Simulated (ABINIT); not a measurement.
Crystal: BP.

```
CELL_PARAMETERS angstrom
0.00000 2.26900 2.26900
2.26900 0.00000 2.26900
2.26900 2.26900 0.00000
ATOMIC_POSITIONS crystal
P 0.75000 0.75000 0.75000
B 0.00000 0.00000 0.00000
```

Base run:

* Program: ABINIT 10.8.3 (patched build)
* Functional: PBE-EpsX
* Potentials or basis: SPMS NC PBE v1.0
* Cutoff: 599 eV
* k mesh: 8 × 8 × 8
* Occupations: fermi-dirac, width 0.05 eV
* Spin: no spin polarisation

Its results: band gap on the k mesh 1.93 eV, indirect (least direct gap 4.12 eV).

Problem. The run is repeated on the same cell with these changes: functional from PBE-EpsX to PBE; potentials or basis from SPMS NC PBE v1.0 to PseudoDojo NC SR PBE v0.4.1 standard; cutoff from 599 eV to 762 eV. What comes out?

Solution. Band gap on the k mesh 1.28 eV, indirect (least direct gap 3.41 eV).

A k mesh can miss the band edges.
